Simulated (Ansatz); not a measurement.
# Lattice dynamics of CsH (Fm-3m), part 2 of 3

Wanted: phonon frequencies of CsH (Fm-3m) and what follows from them.

Ansatz 0.2.0; DFT PBEsol, scalar-relativistic, plane waves, PseudoDojo norm-conserving pseudopotentials.

So far. Step 3 (Tight relaxation): The forces vanish by symmetry and the pressure is 0.000 GPa, within the tolerances set. The cell now holds 30.53 Å³/atom. The relaxed cell has a = 6.251 Å (conventional setting).

The database entry behind the starting cell differs from later determinations by our own check (0.1 to 0.3 % short, probably kX units), so it need not match the best structure at ambient conditions.

### Step 4. Zone-centre response

The zone centre comes first: it holds the modes that light can see, as far as symmetry allows. The response to a homogeneous field gives the Born charges and the dielectric tensor, and its change with displacement the Raman tensors.

File input.yaml:

```yaml
crystal:
  lattice:
    - [0.0, 3.1254059749, 3.1254059749]
    - [3.1254059749, 0.0, 3.1254059749]
    - [3.1254059749, 3.1254059749, 0.0]
  atoms:
    - { symbol: Cs, position: [0.0, 0.0, 0.0] }
    - { symbol: H, position: [0.5, 0.5, 0.5] }
kpoints:
  mp_grid: { grid: [8, 8, 8] }
hamiltonian:
  xc: pbesol
  pseudopotentials: { kind: nc, accuracy: standard }
scf:
  occupations: { method: fixed }
output:
  eigenvalues: true
phonons:
  method: dfpt
  dielectric: true
  rigid_motions: translations
  raman: true
```

The run is started by

```
$ ansatz run input.yaml --threads 4 --pin off --max-ram 7168MiB --backend cpu --events-out ev --progress --plain --runs-dir out
```

Numbers of over 12 decimals in the logs are rounded to 6 here.

Log:

```text
[...]
Crystal: 2 atoms, lattice volume = 61.059 Å³
Basis set: ecut = 979.609905 eV, 4279 PW (Γ), exchange–correlation on 96×96×96 points (8 copies of the dense FFT grid, shifted against one another)
Bands: 9, of which v1, the nominal top of the filled ones, is band 5 counted from 1 (4 counted from 0)
Symmetry: 48 space group operations
k-points: 59 of 512 (irreducible under 8 space group operations, time reversal used)
[...]
SCF iter   1: F=—  HF=-652.499516 eV  |F-HF|=—  |Δ(HF+E_count)|=         —  Δρ=3.81e-2  dr2=1.51e0  ethr=3.10e-3  ⟨swp⟩=5.5  Hψ=3642  notcnv=0  defer=103
[...]
SCF iter   9: F=-651.959784 eV  HF=-651.959784 eV  |F-HF|=1.14e-13  |Δ(HF+E_count)|=  1.14e-13  Δρ=2.21e-8  dr2=3.06e-13  ethr=1.00e-12  ⟨swp⟩=14.9  Hψ=6058  notcnv=0
SCF 1 converged in 9 iterations: F = -651.959784 eV  dr2 = 3.06e-13
DFPT response loops at Γ: preconditioner auto → none (the input reference at scf.mixing.eps_inf says where Resta's filter doesn't serve); β = 0.50; Broyden in place of MSR1
── the response to a field inside a basis, on 10×10×10 k-points: an SCF that follows is theirs, and a resumed run solves both again ──
Bands: 6, of which v1, the nominal top of the filled ones, is band 5 counted from 1 (4 counted from 0)
k-points: 110 of 1000 (irreducible under 12 space group operations)
[...]
Eigensolver: Dense (110 Hₖ)
SCF iter   1: F=—  HF=-651.959031 eV  |F-HF|=—  |Δ(HF+E_count)|=         —  Δρ=5.15e-5  dr2=2.06e-7  ethr=1.00e-1
[...]
SCF iter   3: F=-651.959032 eV  HF=-651.959032 eV  |F-HF|=4.29e-11  |Δ(HF+E_count)|=   3.84e-7  Δρ=4.04e-7  dr2=5.57e-11  ethr=5.33e-10
SCF 1 converged in 3 iterations: F = -651.959032 eV  dr2 = 5.57e-11
[...]
SCF converged after 9 iterations
Free energy (F): -651.959784 eV
[...]
Internal energy: -651.959784 eV  (E = F + TS)
E sigma→0 (E₀):  -651.959784 eV
Fermi energy:    3.747791 eV
[...]
--- Band table (eV; the first three rows and the last of 59) ---
[...]
--- Phonons (Γ-DFPT): 2 representative perturbations + reference, on 59 of 512 k-points (Σ response iterations 6) ---
  k mesh reduced under 8 symmetry operations, with k and −k counted as one. Each operation leaves every solved perturbation unchanged. A smaller set is not considered because the run solves the response to a homogeneous field
  ASR residual: 2.063e-5 → 0.000e0 eV/Å²; symmetrization residual: 1.118e-7 eV/Å²
  ASR residual per site (eV/Å²): 2.06e-5 8.50e-6
  Γ frequencies (cm⁻¹): 0.00 0.00 0.00 402.43 402.43 402.43
  ε∞ (high-frequency dielectric tensor):
        3.296817    -0.000000     0.000000
       -0.000000     3.296817     0.000000
        0.000000     0.000000     3.296817
  ε⁰ (static dielectric tensor: ions relaxed, cell fixed):
        9.681251     0.000000    -0.000000
        0.000000     9.681251    -0.000000
       -0.000000    -0.000000     9.681251
  ε⁰ − ε∞ (ionic part):
        6.384433     0.000000    -0.000000
        0.000000     6.384433    -0.000000
       -0.000000    -0.000000     6.384433
  softest optical mode at Γ: 402.43 cm⁻¹; the repairs (sum rule, projections) moved no ω² at Γ by more than (1.57 cm⁻¹)²
  Born effective charges Z* (e; rows j = field, columns β = displacement):
    site 0:
         1.13293    0.00000   -0.00000
         0.00000    1.13293    0.00000
        -0.00000   -0.00000    1.13293
    site 1:
        -1.13293   -0.00000    0.00000
        -0.00000   -1.13293   -0.00000
         0.00000    0.00000   -1.13293
  Z* charge neutrality: 3.417e-4 e pre-enforcement
  solved inside a basis spanned on kpoints, on 10×10×10 k-points: ε∞ is read to err by 7.1e-3, Z* by 9.7e-3 e (field_mesh: kpoints solves on kpoints); Z* is corrected for what the basis lacks
  Raman tensors (in the event stream and the table raman_tensors.tsv): an entry may err by 1.1e-3 Å², one of the second-order susceptibility by 1.9e-19 pm/V (basis, points and sum rule); their sum over the sites missed zero by 8.668e-20 Å² ahead of its enforcement
  optical modes at Γ without the LO–TO term, one row a degenerate level:
      ω (cm⁻¹)  modes    IR ((D/Å)²/amu)  static Raman (Å⁴/amu)  depolarisation
        402.43      3            88.7993                 0.0000               —
  optical modes at Γ + LO–TO along q̂ = [1.0000, 0.0000, 0.0000]:
      ω (cm⁻¹)  modes    IR ((D/Å)²/amu)  static Raman (Å⁴/amu)  depolarisation
        402.43      2            59.1995                 0.0000               —
        689.61      1            29.5998                 0.0000               —
  optical modes at Γ + LO–TO along q̂ = [0.0000, 1.0000, 0.0000]:
      ω (cm⁻¹)  modes    IR ((D/Å)²/amu)  static Raman (Å⁴/amu)  depolarisation
        402.43      2            59.1995                 0.0000               —
        689.61      1            29.5998                 0.0000               —
  optical modes at Γ + LO–TO along q̂ = [0.0000, 0.0000, 1.0000]:
      ω (cm⁻¹)  modes    IR ((D/Å)²/amu)  static Raman (Å⁴/amu)  depolarisation
        402.43      2            59.1995                 0.0000               —
        689.61      1            29.5998                 0.0000               —
```

Run time: 1.7 min. Hardware: 4 threads of Arm Neoverse V1, shared host; peak memory 1.2 GiB; 6.6 min of CPU time.

The column dr2 measures how far the density is from self-consistency, as an energy; F and HF (Harris–Foulkes) agree once it is small.

Numbers from this step:

- sum-rule residual before enforcement: 2.06e-5 eV/Å²
- miss of the charge sum rule: 3.42e-4 e
- estimated error of the dielectric tensor: 0.007100
- estimated error of the Born charges: 0.009696 e
- point group: m-3m
- highest optical mode at the zone centre (no LO-TO term): 402.4 cm⁻¹
- lowest optical zone-centre mode: 402.4 cm⁻¹
- mean high-frequency dielectric constant: 3.297
- largest Born charge (third of the trace): 1.133 e
- mean static dielectric constant: 9.681
- top of the zone-centre spectrum with the field: 689.6 cm⁻¹

Without the LO-TO term. Patterns of degenerate modes are one choice out of their space. Modes at Γ, with each element's share of the kinetic energy:

| mode | frequency (cm⁻¹) | symmetry | Cs % | H % |
| --- | --- | --- | --- | --- |
| 1 | 0.0 | acoustic | 99 | 1 |
| 2 | 0.0 | acoustic | 99 | 1 |
| 3 | 0.0 | acoustic | 99 | 1 |
| 4 | 402.4 | T1u | 1 | 99 |
| 5 | 402.4 | T1u | 1 | 99 |
| 6 | 402.4 | T1u | 1 | 99 |

Displacements in mode 6 (402.4 cm⁻¹), the largest set to 1:
```
Cs1  0.00  0.00 -0.01
H2   0.00  0.01  1.00
```

Optical modes at the zone centre, without and with the macroscopic field of the longitudinal modes; each column is sorted by frequency, so a row need not hold one and the same mode. Modes with and without the field, by row:

| rank among optical modes | no field (cm⁻¹) | q along (1, 0, 0) (cm⁻¹) |
| --- | --- | --- |
| 1 | 402.4 | 402.4 |
| 2 | 402.4 | 402.4 |
| 3 | 402.4 | 689.6 |

Born charge (rows field, columns displacement) (e), principal values of the symmetric part by kind of site:

| atom | atoms with these values | low | middle | high | mean |
| --- | --- | --- | --- | --- | --- |
| Cs1 | 1 | 1.13 | 1.13 | 1.13 | 1.13 |
| H2 | 1 | -1.13 | -1.13 | -1.13 | -1.13 |

In full for H2:

```
-1.13  0.00  0.00
 0.00 -1.13  0.00
 0.00  0.00 -1.13
```

High-frequency dielectric tensor:

```
3.30 0.00 0.00
0.00 3.30 0.00
0.00 0.00 3.30
```

Static dielectric tensor (ions relaxed, fixed cell):

```
9.68 0.00 0.00
0.00 9.68 0.00
0.00 0.00 9.68
```

Transverse modes. Infrared lines, with heights relative to the strongest:

| position (cm⁻¹) | label | relative intensity |
| --- | --- | --- |
| 402 | T1u | 100 |

Before it was imposed, the acoustic sum rule was missed by 2.1e-5 eV/Å² and the charge sum rule by 3.4e-4 e. Small misses are needed for a sound result but don't prove that mesh and cutoff are converged. The lowest optical mode is real, 402 cm⁻¹.

### Step 5. Phonons on a q mesh

Stability and thermal properties need the whole zone. Linear response on a 4×4×4 q mesh gives force constants as far as a supercell of that size would, and the tensors from the zone-centre run are typed in so that the long-range dipole term is interpolated apart.

input.yaml, the sections that differ from step 4:

```yaml
phonons:
  method: dfpt
  qmesh: [4, 4, 4]
  temperatures: { t_max: 1000, t_step: 50 }
  qpath:
    path:
      - [[0.0, 0.0, 0.0], [0.5, 0.0, 0.5], [0.625, 0.25, 0.625]]
      - [[0.375, 0.375, 0.75], [0.0, 0.0, 0.0], [0.5, 0.5, 0.5], [0.5, 0.25, 0.75], [0.5, 0.0, 0.5]]
    npoints: 10
  non_analytic_term:
    high_frequency_dielectric_tensor: [[3.2968, 0.0, 0.0], [0.0, 3.2968, 0.0], [0.0, 0.0, 3.2968]]
    born_effective_charges:
      - { species: Cs, tensor: [[1.1329, 0.0, 0.0], [0.0, 1.1329, 0.0], [0.0, 0.0, 1.1329]] }
      - { species: H, tensor: [[-1.1329, 0.0, 0.0], [0.0, -1.1329, 0.0], [0.0, 0.0, -1.1329]] }
    source: "zone-centre run at this cell"
# crystal, kpoints, hamiltonian, scf, output: as in step 4
```

Log:

```text
[...]
Crystal: 2 atoms, lattice volume = 61.059 Å³
Basis set: ecut = 979.609905 eV, 4279 PW (Γ), exchange–correlation on 96×96×96 points (8 copies of the dense FFT grid, shifted against one another)
Bands: 9, of which v1, the nominal top of the filled ones, is band 5 counted from 1 (4 counted from 0)
Symmetry: 48 space group operations
k-points: 29 of 512
[...]
SCF iter   1: F=—  HF=-652.499528 eV  |F-HF|=—  |Δ(HF+E_count)|=         —  Δρ=3.81e-2  dr2=1.51e0  ethr=3.10e-3  ⟨swp⟩=5.5  Hψ=1789  notcnv=0  defer=46
[...]
SCF iter   9: F=-651.959784 eV  HF=-651.959784 eV  |F-HF|=2.27e-13  |Δ(HF+E_count)|=  1.23e-11  Δρ=1.90e-8  dr2=2.53e-13  ethr=1.00e-12  ⟨swp⟩=14.7  Hψ=2927  notcnv=0
SCF 1 converged in 9 iterations: F = -651.959784 eV  dr2 = 2.53e-13
NSCF: frozen V_eff on 29 k-points
[...]
DFPT response loops at q = (0, 0, 0) (fractional): preconditioner auto → none (the input reference at scf.mixing.eps_inf says where Resta's filter doesn't serve); β = 0.50; Broyden in place of MSR1
[...]
SCF converged after 9 iterations
Free energy (F): -651.959784 eV
[...]
Internal energy: -651.959784 eV  (E = F + TS)
E sigma→0 (E₀):  -651.959784 eV
Fermi energy:    3.747791 eV
[...]
--- Band table (eV; the first three rows and the last of 29) ---
[...]
--- Phonons (Γ-DFPT): 2 representative perturbations + reference (Σ response iterations 6) ---
  ASR residual: 1.748e-5 → 0.000e0 eV/Å²; symmetrization residual: 1.257e-7 eV/Å²
  ASR residual per site (eV/Å²): 1.75e-5 4.53e-6
  Γ frequencies (cm⁻¹): 0.00 0.00 0.00 402.43 402.43 402.43
--- Phonons (arbitrary-q DFPT): 8 irreducible q on the 4×4×4 mesh ---
  q = [0.0000, 0.0000, 0.0000] (star 1, of the zone-centre solve; hermiticity 4.22e-7, symmetrization 7.45e-15): -0.00 0.00 0.00 402.43 402.43 402.43
  q = [0.0000, 0.0000, 0.2500] (star 8, 2 solved perturbations on 288 of 512 k-point pairs; hermiticity 2.94e-7, symmetrization 2.12e-13, the responses' own estimated error 2.3e-5 eV/Å²): 29.99 29.99 45.46 458.93 458.93 694.59
[...]
q = [0.0000, 0.2500, 0.2500] (star 6, 4 solved perturbations in 528 linear systems a pass and spin channel, the states on 164 of 512 k-point pairs; hermiticity 7.84e-7, symmetrization 1.51e-13, the responses' own estimated error 2.1e-5 eV/Å²): 26.22 26.22 54.99 424.87 424.87 637.03
[...]
sum rule: each row above includes the acoustic sum rule's correction from the zone centre's row sums; it moved no ω² by more than (1.11 cm⁻¹)²
  mesh force constants: q→R imaginary residual 3.39e-18; ASR residual 1.748e-5 → 0.000e0 eV/Å²; symmetrization residual 1.110e-15 eV/Å²
  interpolated dispersion: 63 rows × 6 modes
  density of states and harmonic sums: on the 20×20×20 q-mesh, interpolated from the force constants of a 4×4×4 supercell (with the dipole–dipole term of supplied tensors)
  largest difference from the sums on the solved wave vectors: F 1.47e-2 eV, S 1.88e-5 and C_V 3.98e-6 eV/K
  zero-point energy: 0.104883 eV/cell   skipped modes (ω ≤ 0): 3   left out of the sums: 6.25e-5 of the cell's modes: C_V's classical limit lies that fraction below 3 k_B per atom; for a crystal, a wire or a layer, F and S can be off by more, and a phonons.interpolated_qmesh denser along its periods is the remedy for the sampling
```

The job ended after 2.5 min (4 threads; peak memory 2 GiB).

Numbers from this step:

```yaml
sum_rule_residual_before_enforcement: 1.75e-5 eV/Å²
lowest_frequency_on_the_path: 0 cm⁻¹
highest_frequency_on_the_path_or_at_a_solved_wavevector: 698.9 cm⁻¹
mean_frequency: 282 cm⁻¹
debye_temperature_second_moment: 694 K
logarithmic_mean_frequency: 148 cm⁻¹
lowest_mode_on_the_q_mesh_acoustic_modes_at_gamma_apart: 26.22 cm⁻¹
zero_point_energy_per_atom: 52.44 meV
heat_capacity_at_300_k: 20.05 J/(mol atoms K)
vibrational_entropy_at_300_k: 36.36 J/(mol atoms K)
edges_of_the_widest_gap_between_branches_on_path_and_mesh: 64.5, 402.4 cm⁻¹
```

Frequencies (cm⁻¹) solved at each irreducible wavevector; negative means imaginary. Frequencies by wavevector, by row:

| q in reciprocal lattice units | star | mode 1 | mode 2 | mode 3 | mode 4 | mode 5 | mode 6 |
| --- | --- | --- | --- | --- | --- | --- | --- |
| 0 0 0 | 1 | 0 | 0 | 0 | 402.4 | 402.4 | 402.4 |
| 0 0 0.25 | 8 | 30 | 30 | 45.5 | 458.9 | 458.9 | 694.6 |
| 0 0 -0.5 | 4 | 38.4 | 38.4 | 64.5 | 505.5 | 505.5 | 698.9 |
| 0 0.25 0.25 | 6 | 26.2 | 26.2 | 55 | 424.9 | 424.9 | 637 |
| 0 0.25 -0.5 | 24 | 37.8 | 46.4 | 58.6 | 469.7 | 487.8 | 599.2 |
| 0 0.25 -0.25 | 12 | 38.4 | 42.5 | 57.5 | 455.7 | 499.6 | 653.4 |
| 0 -0.5 -0.5 | 3 | 33.9 | 33.9 | 61.1 | 428 | 428 | 488.6 |
| 0.25 -0.5 -0.25 | 6 | 46 | 51.4 | 51.4 | 468.3 | 468.3 | 555.8 |

Interpolated from a 4×4×4 q mesh, with the LO-TO term (at Γ the limit along the path; where Γ stands inside the path, tables give the limit on arrival). The phonon branches at the labelled points (cm⁻¹):

| point | branch 1 | branch 2 | branch 3 | branch 4 | branch 5 | branch 6 |
| --- | --- | --- | --- | --- | --- | --- |
| Γ | 0 | 0 | 0 | 402 | 402 | 690 |
| halfway | 26 | 26 | 55 | 425 | 425 | 637 |
| X | 34 | 34 | 61 | 428 | 428 | 489 |
| halfway | 36 | 41 | 60 | 440 | 469 | 488 |
| U | 39 | 51 | 56 | 468 | 483 | 550 |
| jump to K | 39 | 51 | 56 | 468 | 483 | 550 |
| halfway | 33 | 35 | 51 | 445 | 480 | 675 |
| Γ | 0 | 0 | 0 | 402 | 402 | 690 |
| halfway | 30 | 30 | 46 | 459 | 459 | 695 |
| L | 38 | 38 | 64 | 506 | 506 | 699 |
| halfway | 40 | 47 | 60 | 487 | 493 | 634 |
| W | 46 | 51 | 51 | 468 | 468 | 556 |
| halfway | 41 | 41 | 58 | 445 | 486 | 498 |
| X | 34 | 34 | 61 | 428 | 428 | 489 |

The phonon branches as a text plot (rows in cm⁻¹):

```
    684 |****                   *********************
    655 |    **              ***                     *
    626 |      *            *                         *
    597 |       *          *                           **
    568 |        *                                       **
    539 |         **     **                                **
    510 |           *   *   ***                *******       *
    480 |            ********  **            **      ************
    451 |              ***   *******       **              *****
    422 |  ************           ***    **                    **
    393 |**                          ****
    364 |
    335 |
    306 |
    277 |
    248 |
    218 |
    189 |
    160 |
    131 |
    102 |
     73 |       *********                      ********       ***
     44 |   ************************      ***********************
     15 |*******                 ***********
         Γ           X  U|K            Γ         L        W     X
```

[end of part 2 of 3]

[Logs are printed without paths, hosts, clocks, repeated set-up lines and the standing remarks that a program may print on its own settings, such as how far it seeks lower states.]

[Hosts, paths, dates, database ids (printed as entryN), source tags and the programs' standing remarks are cut or masked in the printed files.]
